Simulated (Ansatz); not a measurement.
InP (started from an entry of an open crystallographic database) (r2SCAN geometry), in Ansatz:

```
CELL_PARAMETERS angstrom
0.00000 2.95381 2.95381
2.95381 0.00000 2.95381
2.95381 2.95381 0.00000
ATOMIC_POSITIONS crystal
In 0.00000 0.00000 0.00000
P 0.25000 0.25000 0.25000
```

G0W0@PBE with 193 empty bands, a screening cutoff of 140 eV and a 4×4×4 mesh (PAW, contour deformation) gives 1.034 eV over the mesh points, from a PBE gap of 0.571 eV; it sums over 202 bands with 181 plane waves in the screening and a wave cutoff of 420 eV. No extrapolation in bands, cutoff or mesh was made for G0W0. Spin-unpolarised throughout; all numbers are computed.

Q: Estimate the gap with starting point HSE06.

A: 1.471 eV (+0.437 eV), from a Kohn-Sham gap of 1.392 eV.

Q: Estimate the gap with potentials of the kind norm-conserving.

A: 1.060 eV (+0.026 eV), from a Kohn-Sham gap of 0.562 eV.

Q: Another run gave a Kohn-Sham gap of 0.571 eV and a G0W0 gap of 1.018 eV, summing over 365 bands with 339 plane waves in the screening and a wave cutoff of 420 eV. What was changed?

A: Empty bands 356, screening cutoff 210 eV. The counts of bands and plane waves show it.

Q: Estimate the gap with starting point r2SCAN.

A: 1.281 eV (+0.247 eV), from a Kohn-Sham gap of 1.015 eV.

Spin-orbit coupling is left out, which matters wherever the heavy atoms make up the band edges.

With a shallow d shell on the cation, G0W0 converges slowly in bands and cutoff, so these values are in doubt.
